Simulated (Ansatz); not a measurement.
Crystal: TePb.

```
CELL_PARAMETERS angstrom
0.00000 3.23100 3.23100
3.23100 0.00000 3.23100
3.23100 3.23100 0.00000
ATOMIC_POSITIONS crystal
Pb 0.00000 0.00000 0.00000
Te 0.50000 0.50000 0.50000
```

* Program: Ansatz 0.2.0
* Task: relaxation of cell and atoms
* Functional: BLYP
* Potentials or basis: Ansatz PAW
* Cutoff: 420 eV (not typed: the program's choice for these potentials)
* k mesh: 7 × 7 × 7
* Occupations: fermi-dirac, width 0.05 eV
* Spin: no spin polarisation

At the start: volume 33.73 Å³/atom.

**Question.** How do energy, volume and symmetry change on relaxing?

**Answer.** It ends after 5 steps and the volume is 38.21 Å³/atom (+13.3 %); space group Fm-3m (No. 225, to 0.05 Å).

The path:
```tsv
step	energy change (eV)	largest force (eV/Å)	volume (Å³)
1	0.0000	0.0000	67.46
2	-0.1288	0.0000	77.81
3	-0.1312	0.0000	76.71
4	-0.1314	0.0000	76.42
5	-0.1326	0.0000	76.42
```

Final structure:
```xyz
2
Lattice="0.0000 3.3682 3.3682 3.3682 0.0000 3.3682 3.3682 3.3682 0.0000" Properties=species:S:1:pos:R:3 pbc="T T T"
Pb    0.0000    0.0000    0.0000
Te    3.3682    3.3682    3.3682
```

Caveat: the plane-wave basis is chosen anew once the cell has moved, so the energies of steps on either side of that aren't comparable; the volume moved by +13 % from the deposited cell, more than functionals usually miss; the PAW data sets come from PBE, with cores solved anew for the run's functional, which leaves a small shift of forces and pressure.
